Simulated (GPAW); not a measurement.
## Ti: single point with LDA

Crystal: Ti.

```
Ti
1.0
    -1.64100    1.64100    1.64100
     1.64100   -1.64100    1.64100
     1.64100    1.64100   -1.64100
Ti
1
Direct
  0.00000 0.00000 0.00000
```

This isn't the form of Ti at room conditions, which is hcp.

| Quantity | Value |
| --- | --- |
| Program | GPAW 26.7.0 |
| Task | single point |
| Functional | LDA |
| Potentials or basis | the program's PAW data sets (release 1.2.1) made for this functional |
| Cutoff | 450 eV |
| Basis | pw |
| k mesh | 9 × 9 × 9 |
| Occupations | fermi-dirac, width 0.05 eV |
| Spin | no spin polarisation |

```json
{"Pressure": "-11.1 GPa", "Band gap on the k mesh": "none (metal or under the smearing width)"}
```

Levels at points of the mesh, in eV from the Fermi level:
```csv
k point,band 2,band 3,band 4,band 5,band 6,band 7,band 8,band 9,band 10
"(0.00, 0.00, 0.00)",-32.15,-32.15,-32.15,-5.85,0.93,0.93,0.93,2.66,2.66
```

Run time: 3.6 s on 1 thread of Arm Neoverse V2 (shared host), peak memory 0.12 GiB.

Caveat: the cutoff is short for stress and forces, so pressures can be off by a GPa or more.
